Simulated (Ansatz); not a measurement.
Runs of Ansatz 0.2.0 on VH2. The structure is cubic, space group Fm-3m (No. 225). Conventional cell: a = 4.271 Å, b = 4.271 Å, c = 4.271 Å, α = 90.00°, β = 90.00°, γ = 90.00°. V (site symmetry m-3m) has 8 H at 1.85 Å as nearest neighbours. Around H (site symmetry -43m) lie 4 V at 1.85 Å. 

```csv
task,level,U,cell,cutoff (eV),smearing,points for each segment of the path,hubbard projectors,double counting,gap on the mesh (eV),pressure (GPa),moment (μB),relaxed volume (Å³/atom)
single point,PBEsol,-,as given,420,gaussian 0.02 eV,-,-,-,none,-12.4,0.10,-
band structure,r2SCAN+U,V d U = 1 eV,as given,500,fermi-dirac 0.05 eV,14,ortho-atomic (the default),fll (the default),none,5.6,1.65,-
band structure,r2SCAN,-,as given,500,fermi-dirac 0.05 eV,14,-,-,none,(a),1.24,-
relaxation of cell and atoms,r2SCAN+D4,-,relaxed,500,fermi-dirac 0.05 eV,-,-,-,none,0.0,0.12,6.05
relaxation of cell and atoms,r2SCAN+rVV10,-,relaxed,500,fermi-dirac 0.05 eV,-,-,-,none,0.0,0.12,6.09
relaxation of cell and atoms,r2SCAN+D3(BJ)+ATM,-,relaxed,500,fermi-dirac 0.05 eV,-,-,-,none,0.0,0.12,6.07
band structure,r2SCAN+U,V d U = 2 eV,as given,500,fermi-dirac 0.05 eV,14,ortho-atomic (the default),fll (the default),none,8.7,1.70,-
band structure,r2SCAN+U,V d U = 5 eV,as given,500,fermi-dirac 0.05 eV,14,ortho-atomic (the default),fll (the default),none,39.6,2.85,-
relaxation of cell and atoms,r2SCAN,-,relaxed,500,fermi-dirac 0.05 eV,-,-,-,none,0.0,0.13,(b)
band structure,r2SCAN+U,V d U = 6 eV,as given,500,fermi-dirac 0.05 eV,14,ortho-atomic (the default),fll (the default),none,44.0,2.87,-
relaxation of cell and atoms,LDA+U,V d U = 4 eV,relaxed,420,tetrahedron,-,ortho-atomic (the default),fll (the default),none,0.0,2.88,7.63
band structure,r2SCAN+U,V d U = 3 eV,as given,500,fermi-dirac 0.05 eV,14,ortho-atomic (the default),fll (the default),none,12.9,1.86,-
```

Alike in all rows: potentials or basis Ansatz PAW; spin collinear, ferromagnetic start; k mesh 11 × 11 × 11.

Question: Estimate the missing entries.

Answer: (a) -2.4; (b) 6.12.

Caveats: the PAW data sets come from PBE, with cores solved anew for the run's functional, which leaves a small shift of forces and pressure; the magnetic or orbital state may not be the lowest (some runs); the U is typed as a test and isn't derived for this compound (some runs); the plane-wave basis is chosen anew once the cell has moved, so the energies of steps on either side of that aren't comparable (some runs); pairwise dispersion overbinds metals, which lowers pressure and volume (some runs); a pressure of tens of GPa on the cell as given is suspect, and the run, the potentials or the cell itself is likely at fault (some runs); the volume moved by over 15 % at a fixed basis, so the end points are rough (some runs).

A k mesh can miss the band edges.

A gap of «none» marks a metal or a gap under the smearing width.

Not every run made on this cell is shown here.
